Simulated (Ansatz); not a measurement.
# WS2 in Ansatz: the effect of functional

The system is WS2, a slab with vacuum.

```
CELL_PARAMETERS angstrom
3.18321 0.00000 0.00000
-1.59160 2.75674 0.00000
0.00000 0.00000 23.66876
ATOMIC_POSITIONS crystal
W 0.66667 0.33333 0.36268
W 0.33333 0.66667 0.63732
S 0.66667 0.33333 0.70318
S 0.33333 0.66667 0.42856
S 0.66667 0.33333 0.57144
S 0.33333 0.66667 0.29682
```

Alike in all runs:

```yaml
Program: Ansatz 0.2.0
Task: band structure
Potentials_or_basis: Ansatz PAW
k_mesh: 7 × 7 × 2
Occupations: fermi-dirac, width 0.05 eV
Spin: no spin polarisation
```

```csv
functional,cutoff,gap on the mesh (eV),largest force (eV/Å)
BLYP,420 eV (not typed: the program's choice for these potentials),?,?
r2SCAN,500 eV (not typed: the program's choice for these potentials),1.78,0.01
LDA,420 eV (not typed: the program's choice for these potentials),1.60,0.39
PBEsol,420 eV (not typed: the program's choice for these potentials),1.63,0.12
RPBE,420 eV (not typed: the program's choice for these potentials),1.69,0.46
revPBE,420 eV (not typed: the program's choice for these potentials),1.68,0.40
```

**Question.** What does the run with functional BLYP give?

**Answer.** gap on the mesh 1.64 eV; largest force 0.76 eV/Å.

Caveats: the k mesh misses the band edges, so the gap on the mesh is wider than the one along the path; spin-orbit coupling is left out, which moves the levels of the heavy elements; the PAW data sets come from PBE, with cores solved anew for the run's functional, which leaves a small shift of forces and pressure.

Runs at the PBE level aren't shown here.
